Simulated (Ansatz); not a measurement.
**Is this ZnS structure stable?**

It comes from a database structure that was distorted and then relaxed.

Computed with Ansatz, DFT PBE, scalar-relativistic, plane waves, PAW. Cutoff 420 eV, Γ-centred 8×8×8 mesh (2-atom cell), Gaussian smearing of 0.02 eV, no spin polarisation.

```yaml
crystal:
  lattice:
    - [0.00000, 2.72159, 2.72159]
    - [2.72159, 0.00000, 2.72159]
    - [2.72159, 2.72159, 0.00000]
  atoms:
    - { symbol: Zn, position: [0.75000, 0.75000, 0.75000] }
    - { symbol: S, position: [0.00000, 0.00000, 0.00000] }
```

Formation energies are uncorrected and refer to the elements' standard structures at the same level.

**Question.** These tests were run: energy against the elements; random kick, then relaxation without symmetry; phonons on a 4×4×4 q mesh; elastic tensor. What do they show?

**Answer.**

```tsv
test	result
energy against the elements	−0.822 eV/atom
random kick, then relaxation without symmetry	returns
phonons on a 4×4×4 q mesh	no imaginary mode on the mesh
elastic tensor	least eigenvalue 41 GPa
```

It fails none of these tests. Competing phases weren't compared here.

The reference form of S is held partly by dispersion forces, which this level lacks. The kick test ran on a coarse mesh. The run for the phonons used an 8×8×8 k mesh. The run for the elastic tensor used an 8×8×8 k mesh.
